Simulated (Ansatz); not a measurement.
# AlCu3 (Fm-3m), zone-centre modes

Method: Ansatz 0.2.0, DFT r2SCAN, scalar-relativistic, plane waves, PAW. Settings: plane waves to 500 eV, k-mesh 14×14×14 (Γ-centred), Gaussian smearing 0.15 eV. No spin polarisation.

The starting cell (relaxed at this level; it needn't be the usual structure):

```
CELL_PARAMETERS angstrom
0.00000 2.89067 2.89067
2.89067 0.00000 2.89067
2.89067 2.89067 0.00000
ATOMIC_POSITIONS crystal
Al 0.00000 0.00000 0.00000
Cu 0.50000 0.50000 0.50000
Cu 0.25000 0.25000 0.25000
Cu 0.75000 0.75000 0.75000
```

Harmonic modes by finite displacements of 0.02 Å, without the LO–TO term.

At this geometry, is the structure stable against these modes?

Yes: no mode is imaginary beyond 10 cm⁻¹, and only the three translations lie near zero.

List the wavenumbers in cm⁻¹.

0, 0, 0, 162, 162, 162, 194, 194, 194, 300, 300, 300.

Cost: 1 run of about 10 core-minutes, on Intel Xeon Processor @ 2.50GHz (Skylake/Cascade Lake) (shared hosts).